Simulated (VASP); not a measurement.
Crystal: Ni.

```
CELL_PARAMETERS angstrom
0.00000 1.73757 1.73757
1.73757 0.00000 1.73757
1.73757 1.73757 0.00000
ATOMIC_POSITIONS crystal
Ni 0.00000 0.00000 0.00000
```

```yaml
Program: VASP 6.6.1
Task: relaxation of cell and atoms
Functional: RPBE
Dispersion: D3(BJ)
Potentials_or_basis: VASP PAW PBE potentials, release 64 (Ni)
Cutoff: 600 eV
k_mesh: 13 × 13 × 13
Occupations: fermi-dirac, width 0.05 eV
Spin: collinear spin, ferromagnetic start
Starting_moments: "[1.0] μB"
```

At the start: pressure -20.9 GPa; volume 10.49 Å³/atom.

Q: How do energy, volume and symmetry change on relaxing?

A: Over 4 steps the energy falls by 66.2 meV/atom and the volume is 9.57 Å³/atom (-8.8 %); space group Fm-3m (No. 225, to 0.05 Å); moment 0.62 μB per cell.

Step by step:
```csv
step,energy change (eV),largest force (eV/Å),pressure (GPa),volume (Å³)
1,0.0000,0.0000,-20.92,10.49
2,0.0542,0.0000,42.09,8.55
3,-0.0662,0.0000,-0.59,9.59
4,-0.0662,0.0000,-0.08,9.57
```

Final structure:
```
Ni
1.0
     0.00000    1.68527    1.68527
     1.68527    0.00000    1.68527
     1.68527    1.68527    0.00000
Ni
1
Cartesian
  1.6853 1.6853 3.3705
```

Caveat: the PAW data sets were made with another functional, which shifts forces and pressure a little; pairwise dispersion overbinds metals, which lowers pressure and volume.
